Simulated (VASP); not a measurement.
Mg:

```xyz
2
Lattice="3.2093 0.0000 0.0000 -1.6046 2.7793 0.0000 0.0000 0.0000 5.2103" Properties=species:S:1:pos:R:3 pbc="T T T"
Mg    1.6047    0.9264    3.9077
Mg    0.0000    1.8529    1.3026
```

* Program: VASP 6.6.1
* Task: relaxation of cell and atoms
* Functional: AM05
* Potentials or basis: VASP PAW PBE potentials, release 64 (Mg)
* Cutoff: 600 eV
* k mesh: 10 × 10 × 5
* Occupations: fermi-dirac, width 0.05 eV
* Spin: no spin polarisation

At the start: pressure -1.0 GPa; volume 23.24 Å³/atom.

Question: Where does the relaxation end?

Answer: Over 7 steps the energy falls by 4.0 meV/atom and the volume is 22.63 Å³/atom (-2.6 %); space group P6_3/mmc (No. 194, to 0.05 Å).

Step by step:
```
step  energy change (eV)  largest force (eV/Å)  pressure (GPa)  volume (Å³)
   1              0.0000                0.0000           -1.00        46.47
   2             -0.0053                0.0000           -0.24        45.51
   3             -0.0061                0.0000            0.21        44.98
   4             -0.0074                0.0000            0.20        45.02
   5             -0.0079                0.0000            0.19        45.04
   6             -0.0079                0.0000            0.18        45.04
   7             -0.0080                0.0000            0.00        45.27
```

Final structure:
```
Mg
1.0
     3.15212    0.00000    0.00000
    -1.57606    2.72981    0.00000
     0.00000    0.00000    5.26060
Mg
2
Direct
  0.66667 0.33333 0.75000
  0.33333 0.66667 0.25000
```

Caveat: the PAW data sets were made with another functional, which shifts forces and pressure a little.
